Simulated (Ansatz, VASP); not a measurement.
AlCu2 in VASP and in Ansatz

```xyz
3
Lattice="0.0000 2.8144 2.8144 2.8144 0.0000 2.8144 2.8144 2.8144 0.0000" Properties=species:S:1:pos:R:3 pbc="T T T"
Al    0.0000    0.0000    0.0000
Cu    1.4072    1.4072    1.4072
Cu    4.2216    4.2216    4.2216
```

Alike in both runs: functional r2SCAN; k mesh 6 × 6 × 6; occupations gaussian, width 0.1 eV; no spin polarisation.

Ansatz relaxed the structure, and its values are those at the end. VASP's run is a single point on that final structure, the one shown.

```csv
,VASP,Ansatz
version,VASP 6.6.1,Ansatz 0.2.0
potentials or method,"VASP PAW PBE potentials, release 64 (Al, Cu)","scalar-relativistic, plane waves, PAW"
plane-wave cutoff (eV),520,500
valence electrons in the cell,25,41
```

VASP gave:

| Item | Value |
| --- | --- |
| gap on the k mesh at the Fermi level (eV) | none |
| pressure (GPa) | 0.3 |

Question: Which values does Ansatz return?

Answer: gap on the k mesh at the Fermi level (eV): none; pressure (GPa): 0.2.

A gap of «none» marks a metal or a gap that the smearing closes. The two sets of potentials don't hold the same shells in valence.

Caveats: the PAW data sets were made with another functional, which shifts forces and pressure a little (VASP).
